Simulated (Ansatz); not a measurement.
Base system: LaAlO3 (space group R-3c, No. 167; a = 5.413 Å, c = 13.193 Å (hexagonal axes)).

Calculations: Kohn–Sham DFT with the PBE functional, run in Ansatz (a program for electronic structure) with PAW and 420 eV plane waves, scalar-relativistic without spin-orbit coupling.

Base values:

| Property | Value |
|---|---|
| Band gap | 4.02 eV |
| Gap character | indirect, F → Γ |

One thing is altered: an isotropic linear strain of −3.43 %; the atoms relax in the strained cell.

Problem. How does this affect the energy relative to the base?

Solution. The energy goes up by 74 meV/atom.

Problem. What does the calculation give for the band gap after the change?

Solution. The band gap decreases by 0.17 eV (4.02 eV → 3.85 eV).

Problem. Predict the new valence-band top at Γ.

Solution. The valence-band top at Γ (three highest levels, from the VBM) is 0.00, -0.05, -0.05 eV.

Problem. What happens to the gap character?

Solution. The gap character changes from indirect, F → Γ to direct at Γ.

Whether these cells are dynamically stable was not tested.
